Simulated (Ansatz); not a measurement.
Hf in Ansatz: the effect of functional

The system is Hf.

```xyz
1
Lattice="0.0000 2.2051 2.2051 2.2051 0.0000 2.2051 2.2051 2.2051 0.0000" Properties=species:S:1:pos:R:3 pbc="T T T"
Hf    0.0000    0.0000    0.0000
```

This isn't the form of Hf at room conditions, which is hcp.

The cell isn't the ideal one: volume scaled by 0.98.

Alike in all runs:

* Program: Ansatz 0.2.0
* Task: single point
* Potentials or basis: Ansatz PAW
* k mesh: 10 × 10 × 10
* Occupations: fermi-dirac, width 0.05 eV
* Spin: no spin polarisation

| functional | cutoff | pressure (GPa) |
| --- | --- | --- |
| LDA | 420 eV (not typed: the program's choice for these potentials) | ? |
| PBEsol | 420 eV (not typed: the program's choice for these potentials) | 0.5 |
| r2SCAN | 500 eV (not typed: the program's choice for these potentials) | 4.8 |

**Question.** What does the run with functional LDA give?

**Answer.** Pressure -3.7 GPa.

Caveats: the PAW data sets come from PBE, with cores solved anew for the run's functional, which leaves a small shift of forces and pressure.
